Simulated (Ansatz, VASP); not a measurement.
## Ga: VASP beside Ansatz

INCAR

```
PREC = Accurate
ENCUT = 520
EDIFF = 1E-7
ISMEAR = -1
SIGMA = 0.05
LREAL = False
LASPH = True
NELM = 100
ALGO = Normal
ISIF = 2
LWAVE = False
LCHARG = False
GGA = PS
NBANDS = 12
```

The input KPOINTS:

```
regular mesh
0
Gamma
  13 13 13
```

POSCAR

```
Ga
1.0
   -1.4115506858      1.4115506858      2.3565534592
    1.4115506858     -1.4115506858      2.3565534592
    1.4115506858      1.4115506858     -2.3565534592
Ga
1
Direct
    0.0000000000      0.0000000000      0.0000000000
```

The input input.yaml:

```yaml
crystal:
  lattice:
    - [-1.4115506858, 1.4115506858, 2.3565534592]
    - [1.4115506858, -1.4115506858, 2.3565534592]
    - [1.4115506858, 1.4115506858, -2.3565534592]
  atoms:
    - { symbol: Ga, position: [0.0, 0.0, 0.0] }
hamiltonian:
  xc: pbesol
  pseudopotentials: { kind: paw }
kpoints:
  mp_grid: { grid: [13, 13, 13] }
scf:
  occupations: { method: fermi_dirac, width: 0.05 }
output:
  forces: true
  stress: true
  eigenvalues: true
```

This isn't the form of Ga at room conditions, which is orthorhombic.

Alike in both runs: task single point; functional PBEsol; k mesh 13 × 13 × 13; occupations fermi-dirac, width 0.05 eV; no spin polarisation.

|  | VASP | Ansatz |
| --- | --- | --- |
| version | VASP 6.6.1 | Ansatz 0.2.0 |
| potentials or method | VASP PAW PBE potentials, release 64 (Ga_d) | Ansatz PAW |
| plane-wave cutoff (eV) | 520 | 420 |
| valence electrons in the cell | 13 | 13 |

```tsv
	VASP	Ansatz	Ansatz less VASP
gap on the k mesh at the Fermi level (eV)	none	none	-
pressure (GPa)	-3.3	-3.3	-0.05
```

A gap of «none» marks a metal or a gap that the smearing closes. The functional is the same, so the differences come from potentials, cutoffs and numerics.

Caveats: the PAW data sets were made with another functional, which shifts forces and pressure a little (VASP); the PAW data sets come from PBE, with cores solved anew for the run's functional, which leaves a small shift of forces and pressure (Ansatz).
